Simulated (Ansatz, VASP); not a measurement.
**Si54H14O5F4 (HO:Si(111) with 4 of its OH changed to F): VASP beside Ansatz**

One calculation is typed for both programs; each brings its own data sets. How far apart do they land? The cell is taken from a series of runs on this material, whose earlier steps may have relaxed, scaled, displaced or heated it; both programs get it as it stands.

Method: plane waves, with VASP 6.6.1 beside it; single point at HSE06 with D3(BJ), in Ansatz 0.2.0.

### Step 1. Starting point

The cell holds 77 atoms: 54 Si, 14 H, 5 O and 4 F. Cell: a = 11.604 Å, b = 11.604 Å, c = 26.701 Å, α = 90.0°, β = 90.0°, γ = 120.0°. It derives from Si (HO:Si(111)). As first built, before any earlier steps moved the atoms (in the runner's words): diamond Si(111), 3 x 3 cells, three bilayers, OH on the upper face and H on the lower (lattice constants typed as starting values near PBE's), lower atoms held; 4 top OH groups nearest the cell's middle replaced by F, eased by MACE. Vacuum lies along c.

### Step 2. VASP: single point, HSE06 with D3(BJ)

A single point gives forces, pressure and levels at one fixed geometry, so differences don't come from the geometry; what else differs is listed under the comparison.

Lines of VASP's logs that name or quote its potential files are left out, and so is its time.

The run reads the wave functions of an earlier VASP run, which isn't shown here.

INCAR reads:

```
SYSTEM = Si54H14O5F4
PREC = Accurate
ENCUT = 520
EDIFF = 1E-06
NELM = 100
ISMEAR = -1
SIGMA = 0.025
LREAL = Auto
ALGO = Normal
LHFCALC = .TRUE.
AEXX = 0.25
GGA = PE
HFSCREEN = 0.208
IVDW = 12
VDW_S6 = 1
VDW_S8 = 2.31
VDW_A1 = 0.383
VDW_A2 = 5.685
LASPH = .TRUE.
NBANDS = 197
PRECFOCK = Fast
LORBIT = 11
LWAVE = .FALSE.
LCHARG = .FALSE.
ISIF = 2
```

POSCAR reads:

```
Si54H14O5F4
1.0
   11.6036200000      0.0000000000      0.0000000000
   -5.8018100000     10.0490300000      0.0000000000
    0.0000000000      0.0000000000     26.7011300000
Si H O F
54 14 5 4
Direct
    0.0000000000      0.0000000000      0.0928800000
    0.2222200000      0.1111100000      0.1224500000
    0.2219200000      0.1106800000      0.2097500000
    0.1110100000      0.2220100000      0.2380100000
    0.1096900000      0.2212200000      0.3258600000
    0.0010300000      0.9990200000      0.3544000000
    0.0000000000      0.3333300000      0.0928800000
    0.2222200000      0.4444400000      0.1224500000
    0.2224600000      0.4443100000      0.2098500000
    0.1112500000      0.5555300000      0.2377500000
    0.1104800000      0.5547300000      0.3254800000
    0.0001200000      0.3330900000      0.3543000000
    0.0000000000      0.6666700000      0.0928800000
    0.2222200000      0.7777800000      0.1224500000
    0.2221900000      0.7777500000      0.2097000000
    0.1113400000      0.8886800000      0.2383600000
    0.1116500000      0.8882500000      0.3263300000
    0.9999900000      0.6651600000      0.3541500000
    0.3333300000      0.0000000000      0.0928800000
    0.5555600000      0.1111100000      0.1224500000
    0.5558100000      0.1109800000      0.2095700000
    0.4445500000      0.2221500000      0.2372400000
    0.4439100000      0.2211500000      0.3248200000
    0.3347600000      0.9998100000      0.3541100000
    0.3333300000      0.3333300000      0.0928800000
    0.5555600000      0.4444400000      0.1224500000
    0.5554600000      0.4445400000      0.2096100000
    0.4445900000      0.5554300000      0.2384300000
    0.4444600000      0.5554900000      0.3267100000
    0.3326400000      0.3316300000      0.3527800000
    0.3333300000      0.6666700000      0.0928800000
    0.5555600000      0.7777800000      0.1224500000
    0.5557500000      0.7775600000      0.2098400000
    0.4444600000      0.8887300000      0.2376600000
    0.4451200000      0.8893600000      0.3253400000
    0.3327700000      0.6671900000      0.3531400000
    0.6666700000      0.0000000000      0.0928800000
    0.8888900000      0.1111100000      0.1224500000
    0.8889200000      0.1110900000      0.2096800000
    0.7778400000      0.2221600000      0.2377200000
    0.7781400000      0.2217100000      0.3253900000
    0.6665900000      0.9997100000      0.3543000000
    0.6666700000      0.3333300000      0.0928800000
    0.8888900000      0.4444400000      0.1224500000
    0.8890500000      0.4442000000      0.2095800000
    0.7778600000      0.5554800000      0.2372100000
    0.7787600000      0.5560200000      0.3247600000
    0.6667600000      0.3332300000      0.3519200000
    0.6666700000      0.6666700000      0.0928800000
    0.8888900000      0.7777800000      0.1224500000
    0.8893400000      0.7781400000      0.2097600000
    0.7780200000      0.8890300000      0.2380600000
    0.7787400000      0.8903100000      0.3259300000
    0.6683200000      0.6672900000      0.3527800000
    0.0000000000      0.0000000000      0.0374500000
    0.9685400000      0.0327600000      0.4359700000
    0.0000000000      0.3333300000      0.0374500000
    0.9872800000      0.3876300000      0.4351900000
    0.0000000000      0.6666700000      0.0374500000
    0.9611200000      0.6936000000      0.4355700000
    0.3333300000      0.0000000000      0.0374500000
    0.3060600000      0.0379600000      0.4356000000
    0.3333300000      0.3333300000      0.0374500000
    0.3333300000      0.6666700000      0.0374500000
    0.6666700000      0.0000000000      0.0374500000
    0.6099700000      0.0107000000      0.4350400000
    0.6666700000      0.3333300000      0.0374500000
    0.6666700000      0.6666700000      0.0374500000
    0.0094200000      0.9908800000      0.4171000000
    0.0064800000      0.3268300000      0.4168900000
    0.0011000000      0.6509500000      0.4166900000
    0.3492200000      0.9986200000      0.4166600000
    0.6722900000      0.9933500000      0.4169000000
    0.3330400000      0.3253100000      0.4140300000
    0.3327100000      0.6676900000      0.4143000000
    0.6680600000      0.3320700000      0.4133300000
    0.6746600000      0.6667800000      0.4140300000
```

KPOINTS reads:

```
Automatic mesh
0
Gamma
1 1 1
0 0 0
```

PAW data sets: Si, H, O and F (PBE family, release 64).

Launch:

```bash
> export OMP_NUM_THREADS=3
> mpirun -np 1 vasp_gam
```

Numbers of over 12 decimals in the logs are rounded to 6 here.

The log of the run:

```text
[banner, memory and clock lines left out]
running    1 mpi-ranks, on    1 nodes
[...]
Offloading initialized ...    1 GPUs detected
[...]
LDA part: xc-table for (Slater+PW92), standard interpolation
 found WAVECAR, reading the header
 POSCAR, INCAR and KPOINTS ok, starting setup
[...]
reading WAVECAR
 the WAVECAR file was read successfully
 initial charge from wavefunction
 entering main loop
       N       E                     dE             d eps       ncg     rms          rms(c)
DAV:   1    -0.462650706527E+03   -0.46265E+03   -0.10729E+01   436   0.848E+00    0.166E+01
DAV:   2    -0.462921215868E+03   -0.27051E+00   -0.21985E+00   444   0.272E+00    0.125E+01
DAV:   3    -0.462861330043E+03    0.59886E-01   -0.77246E-02   588   0.122E+00    0.781E+00
DAV:   4    -0.462857001683E+03    0.43284E-02   -0.18954E-01   444   0.103E+00    0.454E+00
[...]
DAV:  64    -0.462853549818E+03   -0.10918E-05   -0.26232E-08   252   0.467E-04    0.116E-03
DAV:  65    -0.462853550818E+03   -0.10005E-05   -0.24562E-08   263   0.448E-04    0.112E-03
DAV:  66    -0.462853551782E+03   -0.96364E-06   -0.22652E-08   244   0.430E-04
   1 F= -.47951406E+03 E0= -.47951406E+03  d E =-.172454E-11
```

OUTCAR, selected parts (step 2):

```text
  FREE ENERGIE OF THE ION-ELECTRON SYSTEM (eV)
  ---------------------------------------------------
  free  energy   TOTEN  =      -479.5140627799 eV

  energy  without entropy=     -479.5140627798  energy(sigma->0) =     -479.51406278

[... 1 further part left out ...]
```

(Continued in part 2 of 2.)

[Lines on the potential files, build, host, timing and source positions are cut from VASP's logs without a mark.]

[Logs are printed without paths, hosts, clocks, repeated set-up lines and the standing remarks that a program may print on its own settings, such as how far it seeks lower states.]

[Hosts, paths, dates, database ids (printed as entryN), source tags and the programs' standing remarks are cut or masked in the printed files.]
